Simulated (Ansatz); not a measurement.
**Run record: phonons of AgI (F-43m)**

Method: PBEsol, PAW on Ansatz 0.2.0's default frozen-core files (fitted under PBE), scalar-relativistic.

The cell is the relaxed one with its volume scaled by 0.985.

Launched as:

```sh
ansatz run input.yaml --threads 1 --pin off --max-ram 3072MiB --backend cpu --events-out ev --progress --plain --runs-dir out
```

input.yaml:

```yaml
crystal:
  lattice:
    - [0.0, 3.20883871834, 3.20883871834]
    - [3.20883871834, 0.0, 3.20883871834]
    - [3.20883871834, 3.20883871834, 0.0]
  atoms:
    - { symbol: Ag, position: [0.0, 0.0, 0.0] }
    - { symbol: I, position: [0.75, 0.75, 0.75] }
kpoints:
  mp_grid: { grid: [6, 6, 6] }
scf:
  occupations: { method: fixed }
hamiltonian:
  xc: pbesol
  pseudopotentials: { kind: paw }
phonons:
  qmesh: [2, 2, 2]
  qpath:
    path:
      - [0.0, 0.0, 0.0]
      - [-0.5, -0.5, 0.0]
      - [-0.375, -0.375, 0.25]
      - [-0.375, 0.0, 0.375]
      - [0.0, 0.0, 0.0]
      - [0.0, 0.0, 0.5]
      - [-0.5, -0.25, 0.25]
      - [-0.5, -0.5, 0.0]
    npoints: 6
  temperatures: { t_min: 0, t_max: 1000, t_step: 100 }
```

Output (shortened where marked):

```
Warning: phonons: the dynamical matrix that this run interpolates holds no multipole term above the dipole-dipole one, and a site of this crystal is no centre of inversion, so its interpolated transverse optical and acoustic branches and sound speeds can stay off near Gamma, and the density of states and the thermodynamics with them. What a run solves at a wave vector of phonons.qpoints, Gamma apart, where the deck ...
Warning: RAYON_NUM_THREADS=1 ignored (pool sized by the plan → 1); use --threads N
Engine: ansatz 0.2.0, aarch64-unknown-linux-gnu
Pseudopotentials: kind: paw
Pseudopotential: Ag, paw, valence charge 19, recommended cutoff 420 eV (normal), Ag.paw.azcp
Pseudopotential: I, paw, valence charge 17, recommended cutoff 420 eV (normal), I.paw.azcp
Functional definition: PBEsol
  exchange = pbesol_x
  correlation = pbesol_c
Crystal: 4 atoms, lattice volume = 132.161 Å³
Basis set: ecut = 420 eV, 2589 PW (Γ), FFT grids on a1, a2, −a1+a2+a3, exchange–correlation on 64×64×90 points (8 copies of the dense FFT grid, shifted against one another)
Bands: 44, of which v1, the nominal top of the filled ones, is band 36 counted from 1 (35 counted from 0)
Symmetry: 16 space group operations
k-points: 20 of 108 (time reversal used)
Non-local potential: Ag, projectors of the file, l = 0: 3, l = 1: 2, l = 2: 2, l = 3: 1
Non-local potential: I, projectors of the file, l = 0: 2, l = 1: 2, l = 2: 2, l = 3: 2
PAW form: soft (Blöchl's): semilocal exchange-correlation on the pseudo side does not see the compensation charge
PAW frozen core: Ag, regenerated for the run's functional, and the local potential with it (the file was generated under x = pbe(κ = 0.804, μ = 0.2195149727645171), c = pbe(β = 0.06672455060314922))
PAW frozen core: I, regenerated for the run's functional, and the local potential with it (the file was generated under x = pbe(κ = 0.804, μ = 0.2195149727645171), c = pbe(β = 0.06672455060314922))
[... 151 lines left out ...]
  ε⁰ (static dielectric tensor): not given — the deck does not say what the cell's rigid motions are, and on a molecule in a box or a wire the rigid rotations would enter the sum over the modes at Γ. For a crystal or a slab, ...
  Born effective charges Z* (e; rows j = field, columns β = displacement):
    site 0:
         1.19274   -0.00000    0.00000
        -0.00000    1.19274    0.00000
         0.00000    0.00000    1.19274
    site 1:
        -1.19274    0.00000   -0.00000
         0.00000   -1.19274   -0.00000
        -0.00000   -0.00000   -1.19274
  Z* charge neutrality: 6.267e-4 e pre-enforcement
  solved inside a basis spanned on the 6×6×6 k-mesh, on 8×8×8 k-points transformed towards the longest dipole: ε∞ is read to err by 1.5e-2, Z* by 2.0e-2 e; Z* is corrected for what the basis lacks
  optical modes at Γ without the LO–TO term, one row a degenerate level:
      ω (cm⁻¹)  modes    IR ((D/Å)²/amu)
        111.19      3             1.6887
  optical modes at Γ + LO–TO along q̂ = [1.0000, 0.0000, 0.0000]:
      ω (cm⁻¹)  modes    IR ((D/Å)²/amu)
        111.19      2             1.1258
        124.85      1             0.5629
  optical modes at Γ + LO–TO along q̂ = [0.0000, 1.0000, 0.0000]:
      ω (cm⁻¹)  modes    IR ((D/Å)²/amu)
        111.19      2             1.1258
        124.85      1             0.5629
  optical modes at Γ + LO–TO along q̂ = [0.0000, 0.0000, 1.0000]:
      ω (cm⁻¹)  modes    IR ((D/Å)²/amu)
        111.19      2             1.1258
        124.85      1             0.5629
--- Phonons (by wavevector): 3 wavevectors in 2 supercells ---
  supercell 1 (2 cells, vectors [1, 0, 0], [0, 1, -1], [0, 0, 2] in multiples of the cell's): 3 displaced members by 0.0025 Å; free energy -29909.833672 eV; taken off its force constants: by the sum rule 6.2e-4, by the ...
  symmetry images taken by strict's conditions (phonons.symmetry_images: auto; settled by no image being taken that strict refuses)
  supercell 2 (2 cells, vectors [1, 0, 0], [0, 1, 0], [0, 0, 2] in multiples of the cell's): 4 displaced members by 0.0025 Å; free energy -29909.833672 eV; taken off its force constants: by the sum rule 3.1e-4, by the ...
  symmetry images taken by strict's conditions (phonons.symmetry_images: auto; settled by no image being taken that strict refuses)
  q = [0.0000, 0.0000, 0.0000] (star 1, supercell 1; hermiticity 5.02e-17, symmetrization 2.64e-6): -0.00 -0.00 0.00 111.19 111.19 111.19
  q = [0.0000, 0.0000, -0.5000] (star 4, supercell 2; hermiticity 1.36e-16, symmetrization 4.89e-16): 18.33 18.33 79.47 119.08 119.08 127.47
  q = [0.0000, -0.5000, -0.5000] (star 3, supercell 1; hermiticity 9.82e-17, symmetrization 4.01e-16): 23.19 23.19 95.05 115.25 127.36 127.36
  joined force constants: q→R imaginary residual 4.85e-17
  density of states and harmonic sums: on the 18×18×18 q-mesh, interpolated from the force constants of a 2×2×2 supercell (with the dipole–dipole term)
  largest difference from the sums on the solved wave vectors: F 7.84e-2 eV, S 1.11e-4 and C_V 3.23e-5 eV/K
```

The run converged.

**Phonons on the q mesh**

Harmonic phonons of a crystal by Kohn-Sham DFT at the given cell, standard atomic masses, acoustic sum rule imposed; negative wavenumbers are unstable modes; one row a degenerate set, branches counted upwards.

| Property | Result |
| --- | --- |
| Unstable phonons | no |

| point | q a (r.l.u.) | q b (r.l.u.) | q c (r.l.u.) | branch | phonon wavenumber (cm⁻¹) | degeneracy |
| --- | --- | --- | --- | --- | --- | --- |
| Gamma | 0 | 0 | 0 | 4 | 111.2 | 3 |
| L | 0.5 | 0 | 0 | 1 | 18.3 | 2 |
| L | 0.5 | 0 | 0 | 3 | 79.5 | 1 |
| L | 0.5 | 0 | 0 | 4 | 119.1 | 2 |
| L | 0.5 | 0 | 0 | 6 | 127.5 | 1 |
| X | 0.5 | 0.5 | 0 | 1 | 23.2 | 2 |
| X | 0.5 | 0.5 | 0 | 3 | 95 | 1 |
| X | 0.5 | 0.5 | 0 | 4 | 115.2 | 1 |
| X | 0.5 | 0.5 | 0 | 5 | 127.4 | 2 |

**Field response**

Linear response of an insulating crystal by Kohn-Sham DFT to a field and to zone-centre displacements, local fields included; Born charges neutralised; LO modes for wave vectors along x and z; Cartesian axes as in the input.

- Dielectric electronic (x, y, z): 5.634, 5.634, 5.634
- Highest phonon with field along x: 124.9 cm⁻¹
- Highest phonon with field along z: 124.9 cm⁻¹
- Highest phonon without field: 111.2 cm⁻¹

| atom | born charge xx (e) | born charge yy (e) | born charge zz (e) |
| --- | --- | --- | --- |
| Ag1 | 1.193 | 1.193 | 1.193 |
| I2 | -1.193 | -1.193 | -1.193 |

**Harmonic thermodynamics**

Sums over wave vectors interpolated from the q mesh.

```
Zero point energy : 15.24 meV/atom
```

```
temperature (K)  phonon heat capacity (k_B/atom)  phonon entropy (k_B/atom)  phonon free energy (meV/atom)
            100                            2.609                      3.387                           0.34
            200                            2.892                      5.313                         -37.96
            300                            2.951                      6.499                         -89.18
            400                            2.972                      7.351                           -149
            500                            2.982                      8.015                         -215.3
            600                            2.987                       8.56                         -286.8
            700                            2.991                       9.02                         -362.6
            800                            2.993                       9.42                         -442.1
            900                            2.994                      9.773                         -524.8
           1000                            2.995                      10.09                         -610.4
```

Caveats: frozen-core PAW files fitted under PBE, their cores solved anew for the functional of the run; cell scaled away from its relaxed volume; a very soft zone-boundary mode, near an instability or sensitive to the mesh; no LO-TO term at the zone centre; coarse q mesh.

Cost: 3.1 min on 1 thread of Arm Neoverse V2 (shared host), peak memory 0.61 GiB.
